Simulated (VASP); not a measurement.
# BeS (F-43m) in VASP: further runs

One crystal, BeS, is run at these levels: rev-vdW-DF2, PBEsol, RPBE; tasks: single point, electron localisation function.

Everything below comes from runs of VASP 6.6.1. Logs are shortened: lines on timing, memory, paths and dates and some standing lists are left out, and cuts for length are marked.

**1. The crystal as given**

Symmetry: F-43m, No. 216, cubic system. The conventional cell has a = 4.850 Å, b = 4.850 Å, c = 4.850 Å, α = 90.00°, β = 90.00°, γ = 90.00°. S (site symmetry -43m) has 4 Be at 2.10 Å as nearest neighbours. Be (site symmetry -43m) is surrounded by 4 S at 2.10 Å.

**2. Single point, rev-vdW-DF2**

The input, INCAR:

```
SYSTEM = BeS
PREC = Accurate ; ENCUT = 520
EDIFF = 1E-6 ; ISMEAR = 0
SIGMA = 0.01 ; LREAL = .FALSE.
LASPH = .TRUE. ; NELM = 60
ALGO = Fast ; ISIF = 2
LWAVE = .FALSE. ; LCHARG = .FALSE.
GGA = MK ; LUSE_VDW = .TRUE.
AGGAC = 0.0 ; PARAM1 = 0.1234
PARAM2 = 0.711357 ; ZAB_VDW = -1.8867
```

The input, KPOINTS:

```
regular mesh
0
G
  9 9 9
  0 0 0
```

The input, POSCAR:

```
BeS
1.0
    0.0000000000      2.4250000000      2.4250000000
    2.4250000000      0.0000000000      2.4250000000
    2.4250000000      2.4250000000      0.0000000000
S Be
1 1
Direct
    0.7500000000      0.7500000000      0.7500000000
    0.0000000000      0.0000000000      0.0000000000
```

Potentials or basis: VASP PAW PBE potentials, release 64 (S, Be).

Command:

```console
$ cat potpaw_PBE.64/S/POTCAR potpaw_PBE.64/Be/POTCAR > POTCAR
$ mpirun -np 1 vasp_std > vasp.out
```

OUTCAR:

```text
SYSTEM = BeS
   PREC = Accurate
   ENCUT = 520
   EDIFF = 1E-6
   ISMEAR = 0
   LREAL = .FALSE.
   LASPH = .TRUE.
   NELM = 60
   ISIF = 2
   GGA = MK

 ion  position               nearest neighbor table
   1  0.750  0.750  0.750-   2 2.10   2 2.10   2 2.10   2 2.10
   2  0.000  0.000  0.000-   1 2.10   1 2.10   1 2.10   1 2.10

  LATTYP: Found a face centered cubic cell.
 ALAT       =     4.8500000000

  Lattice vectors:

 A1 = (   0.0000000000,   2.4250000000,   2.4250000000)
 A2 = (   2.4250000000,   0.0000000000,   2.4250000000)
 A3 = (   2.4250000000,   2.4250000000,   0.0000000000)

Analysis of symmetry for initial positions (statically):
=====================================================================
 Subroutine PRICEL returns:
 Original cell was already a primitive cell.

 Routine SETGRP: Setting up the symmetry group for a
 face centered cubic supercell.

 Subroutine GETGRP returns: Found 24 space group operations
 (whereof 24 operations were pure point group operations)
 out of a pool of 48 trial point group operations.

The static configuration has the point symmetry T_d .

Analysis of symmetry for dynamics (positions and initial velocities):
=====================================================================
 Subroutine PRICEL returns:
 Original cell was already a primitive cell.

 Routine SETGRP: Setting up the symmetry group for a
 face centered cubic supercell.

 Subroutine GETGRP returns: Found 24 space group operations
 (whereof 24 operations were pure point group operations)
 out of a pool of 48 trial point group operations.

The dynamic configuration has the point symmetry T_d .

 Subroutine INISYM returns: Found 24 space group operations
 (whereof 24 operations are pure point group operations),
 and found     1 'primitive' translations

----------------------------------------------------------------------------------------

                                     Primitive cell

  volume of cell :      28.5210

  direct lattice vectors                    reciprocal lattice vectors
     0.000000000  2.425000000  2.425000000    -0.206185567  0.206185567  0.206185567
     2.425000000  0.000000000  2.425000000     0.206185567 -0.206185567  0.206185567
     2.425000000  2.425000000  0.000000000     0.206185567  0.206185567 -0.206185567

  length of vectors
     3.429467889  3.429467889  3.429467889     0.357123878  0.357123878  0.357123878

  position of ions in fractional coordinates (direct lattice)
     0.750000000  0.750000000  0.750000000
     0.000000000  0.000000000  0.000000000

  ion indices of the primitive-cell ions
   primitive index   ion index
                 1           1
                 2           2

----------------------------------------------------------------------------------------

 KPOINTS: regular mesh

Automatic generation of k-mesh.
 Grid dimensions read from file:
 generate k-points for:    9    9    9

 Generating k-lattice:

  Cartesian coordinates                     Fractional coordinates (reciprocal lattice)
    -0.022909507  0.022909507  0.022909507     0.111111111  0.000000000  0.000000000
     0.022909507 -0.022909507  0.022909507     0.000000000  0.111111111  0.000000000
     0.022909507  0.022909507 -0.022909507     0.000000000  0.000000000  0.111111111

  Length of vectors
     0.039680431  0.039680431  0.039680431

  Shift w.r.t. Gamma in fractional coordinates (k-lattice)
     0.000000000  0.000000000  0.000000000

 Subroutine IBZKPT returns following result:
 ===========================================

 Found     35 irreducible k-points:

 Following reciprocal coordinates:
            Coordinates               Weight
  0.000000  0.000000  0.000000      1.000000
  0.111111  0.000000  0.000000      8.000000
  0.222222  0.000000  0.000000      8.000000
  0.333333  0.000000  0.000000      8.000000
  0.444444  0.000000  0.000000      8.000000
  0.111111  0.111111  0.000000      6.000000
[... 16 lines left out ...]
 -0.333333  0.333333  0.000000     12.000000
  0.444444  0.444444  0.000000      6.000000
 [... further k-points ...]
   k-points           NKPTS =     35   k-points in BZ     NKDIM =     35   number of bands    NBANDS=      8
   number of dos      NEDOS =    301   number of ions     NIONS =      2
   total plane-waves  NPLWV =  21952
   dimension x,y,z NGX =    28 NGY =   28 NGZ =   28
   dimension x,y,z NGXF=    56 NGYF=   56 NGZF=   56
   ions per type =               1   1
   NGX,Y,Z   is equivalent  to a cutoff of  13.57, 13.57, 13.57 a.u.
   NGXF,Y,Z  is equivalent  to a cutoff of  27.15, 27.15, 27.15 a.u.
 SYSTEM =  BeS
   PREC   = accura    normal or accurate (medium, high low for compatibility)
   ISTART =      0    job   : 0-new  1-cont  2-samecut
   ICHARG =      2    charge: 1-file 2-atom 10-const
   ISPIN  =      1    spin polarized calculation?
   LNONCOLLINEAR =      F non collinear calculations
   LSORBIT =      F    spin-orbit coupling
   LASPH  =      T    aspherical Exc in radial PAW
   ENCUT  =  520.0 eV  38.22 Ry    6.18 a.u.   6.38  6.38  6.38*2*pi/ulx,y,z
   NELM   =     60;   NELMIN=  2; NELMDL= -5     # of ELM steps
   EDIFF  = 0.1E-05   stopping-criterion for ELM
   LREAL  =      F    real-space projection
   EDIFFG = 0.1E-04   stopping-criterion for IOM
   NSW    =      0    number of steps for IOM
   IBRION =     -1    ionic relax: 0-MD 1-quasi-New 2-CG
   NFREE  =      0    steps in history (QN), initial steepest desc. (CG)
   ISIF   =      2    stress and relaxation
   ISYM   =      2    0-nonsym 1-usesym 2-fastsym
   POTIM  = 0.5000    time-step for ionic-motion
   TEBEG  =    0.0;   TEEND  =   0.0 temperature during run
   PSTRESS=    0.0 pullay stress
   NELECT =       8.0000    total number of electrons
   NUPDOWN=      -1.0000    fix difference up-down
   EMIN   =  10.00;   EMAX   =-10.00  energy-range for DOS
   EFERMI =   0.00;   METHOD = LEGACY
   ISMEAR =     0;   SIGMA  =   0.01  broadening in eV -4-tet -1-fermi 0-gaus
   EFERMI_NEDOS =   21; number of points for ismear=-14 and -15
   IALGO  =     68    algorithm
   IMIX   =      4    mixing-type and parameters
     AMIX     =   0.40;   BMIX     =  1.00
     AMIX_MAG =   1.60;   BMIX_MAG =  1.00
  volume/ion in A,a.u.               =      14.26        96.23
  Fermi-wavevector in a.u.,A,eV,Ry     =   1.071642  2.025110 15.625158  1.148417
  Thomas-Fermi vector in A             =   2.207388
   LORBIT       =      0    0 simple, 1 ext, 2 COOP (PROOUT), +10 PAW based schemes
   GGA     = MK    functional components
   LHFCALC =     F    Hartree Fock is set to
   AEXX    =    0.0000 exact exchange contribution
   IVDW_NL    =     1    kernel type
   BPARAM     = 6.3000
   IVDW    =     0    specifies the selected vdW correction
   LEPSILON=     F    determine dielectric tensor
   LRPA    =     F    only Hartree local field effects (RPA)
 non-spin polarized calculation
 RMM-DIIS sequential band-by-band and
 Gauss-broadening in eV      SIGMA  =   0.01
  energy-cutoff  :      520.00
  volume of cell :       28.52
 maximum number of plane-waves:       779
 NGX is ok and might be reduce to    28
   NGX = 13   NGY = 13   NGZ = 13

 number of electron       7.9999999 magnetization

 Free energy of the ion-electron system (eV)
  ---------------------------------------------------
  ext. energy  EPLUGINS =         0.00000000
  ---------------------------------------------------
  free energy    TOTEN  =        -8.46044528 eV

  energy without entropy =       -8.46044528  energy(sigma->0) =       -8.46044528

 E-fermi :   4.1929     XC(G=0):  -9.7848

 val. band max:        4.1306740450   @ k =   0.0000   0.0000   0.0000
 cond. band min:       7.3214448126   @ k =   0.4444   0.4444   0.0000
 fundamental gap:      3.1907707676
 Fermi energy:         4.1928842196

 k-point     1 :       0.0000    0.0000    0.0000
  band No.  band energies     occupation
      1      -9.5339      2.00000
      2       4.1307      2.00000
      3       4.1307      2.00000
      4       4.1307      2.00000
      5       9.8396      0.00000
      6       9.8396      0.00000
      7       9.8396      0.00000
      8      10.0066      0.00000

 k-point     2 :       0.1111    0.0000    0.0000
  band No.  band energies     occupation
      1      -9.3931      2.00000
      2       3.1484      2.00000
      3       3.9708      2.00000
      4       3.9708      2.00000
      5       9.7564      0.00000
      6      10.1291      0.00000
      7      10.1291      0.00000
      8      11.0853      0.00000

 k-point     3 :       0.2222    0.0000    0.0000
  band No.  band energies     occupation
      1      -8.9970      2.00000
      2       1.2990      2.00000
      3       3.6266      2.00000
      4       3.6266      2.00000
      5       9.7157      0.00000
      6      10.6503      0.00000
      7      10.6503      0.00000
      8      12.9525      0.00000

 k-point     4 :       0.3333    0.0000    0.0000
  band No.  band energies     occupation
      1      -8.4469      2.00000
      2      -0.4193      2.00000
      3       3.3068      2.00000
      4       3.3068      2.00000
      5       9.6709      0.00000
      6      10.8228      0.00000
      7      10.8228      0.00000
      8      14.5087      0.00000

 k-point     5 :       0.4444    0.0000    0.0000
  band No.  band energies     occupation
      1      -7.9925      2.00000
      2      -1.4960      2.00000
      3       3.1264      2.00000
      4       3.1264      2.00000
      5       9.6384      0.00000
      6      10.7396      0.00000
      7      10.7396      0.00000
      8      15.2216      0.00000
[... 177 lines left out ...]
 k-point    22 :      -0.4444    0.3333    0.0000
  band No.  band energies     occupation
      1      -7.4449      2.00000
      2      -0.5777      2.00000
      3       0.4804      2.00000
      4       1.9049      2.00000
      5       8.4140      0.00000
      6      11.1931      0.00000
      7      14.6770      0.00000
      8      14.9515      0.00000

 k-point    23 :      -0.3333    0.3333    0.0000
  band No.  band energies     occupation
      1      -7.4919      2.00000
      2      -0.4337      2.00000
      3       0.0396      2.00000
      4       2.2671      2.00000
      5       8.9746      0.00000
      6      13.1995      0.00000
      7      13.7302      0.00000
      8      14.6830      0.00000

 k-point    24 :       0.4444    0.4444    0.0000
  band No.  band energies     occupation
      1      -7.4755      2.00000
      2      -0.7210      2.00000
      3       1.5527      2.00000
      4       1.5527      2.00000
      5       7.3214      0.00000
      6       9.1362      0.00000
      7      16.5193      0.00000
      8      16.5193      0.00000

 [... further k-points ...]

------------------------ aborting loop because EDIFF is reached ----------------------------------------

  FORCE on cell =-STRESS in cart. coord.  units (eV):
  Direction    XX          YY          ZZ          XY          YZ          ZX
  --------------------------------------------------------------------------------------
  -------------------------------------------------------------------------------------
  Total        0.1299638      0.1299638      0.1299638      0.0000000     -0.0000000     -0.0000000
  in kB        7.3007557      7.3007557      7.3007557      0.0000000     -0.0000000     -0.0000000
  external PRESSURE =       7.3007557 kB  Pullay stress =       0.0000000 kB

 VOLUME and BASIS-vectors are now :
 -----------------------------------------------------------------------------
  energy-cutoff  :      520.00
  volume of cell :       28.52
      direct lattice vectors                 reciprocal lattice vectors
     0.000000000  2.425000000  2.425000000    -0.206185567  0.206185567  0.206185567
     2.425000000  0.000000000  2.425000000     0.206185567 -0.206185567  0.206185567
     2.425000000  2.425000000  0.000000000     0.206185567  0.206185567 -0.206185567

 POSITION                                       TOTAL-FORCE (eV/Angst)
 -----------------------------------------------------------------------------------
      3.63750      3.63750      3.63750         0.000000      0.000000      0.000000
      0.00000      0.00000      0.00000        -0.000000     -0.000000     -0.000000
 -----------------------------------------------------------------------------------
    total drift:                                0.000000      0.000000      0.000000

  FREE ENERGIE OF THE ION-ELECTRON SYSTEM (eV)
  ---------------------------------------------------
  free  energy   TOTEN  =        -8.4604452760 eV

  energy  without entropy=       -8.4604452760  energy(sigma->0) =       -8.46044528

Total vdW correction in eV:      0.9352052
```

Run time: 35 s. Hardware: 1 thread of Intel Xeon Platinum 8488C (Sapphire Rapids), shared host; peak memory 0.3 GiB.

What came out:

| Item | Value |
| --- | --- |
| Free energy | -8.4604 eV |
| Pressure | 0.7 GPa |
| Band gap on the k mesh | 3.19 eV, indirect (least direct gap 5.71 eV) |

Levels at points of the mesh, in eV from the valence-band top:
```csv
k point,band 2,band 3,band 4,band 5,band 6,band 7
"(0.00, 0.00, 0.00)",0.00,0.00,0.00,5.71,5.71,5.71
```

Caveat: the PAW data sets were made with another functional, which shifts forces and pressure a little; an odd mesh through Γ misses points on the zone boundary, where band edges often lie.

(Continued in part 2 of 2.)
